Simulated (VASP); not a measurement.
GaN:

```xyz
4
Lattice="3.1800 0.0000 0.0000 -1.5900 2.7540 0.0000 0.0000 0.0000 5.1660" Properties=species:S:1:pos:R:3 pbc="T T T"
Ga    1.5900    0.9180    2.5830
Ga    0.0000    1.8360    0.0000
N     1.5900    0.9180    4.5203
N     0.0000    1.8360    1.9373
```

Program: VASP 6.6.1. Alike in all runs: potentials or basis VASP PAW PBE potentials, release 64 (Ga_d, N); cell as given; cutoff (eV) 520. Hardware: 1 thread of AMD EPYC 9R45 (Zen 5), on a shared host.

Question: Order these runs on this cell by their wall time, lowest first.
A. task single point; level PBE; spin off; k mesh 10 × 10 × 5; smearing gaussian 0.011 eV
B. task band structure; level PBE; spin SOC, no magnetisation; k mesh 7 × 7 × 4; smearing fermi-dirac 0.05 eV
C. task band structure; level BLYP; spin off; k mesh 10 × 10 × 5; smearing fermi-dirac 0.05 eV

Answer: A (19 s), C (65 s), B (320 s).
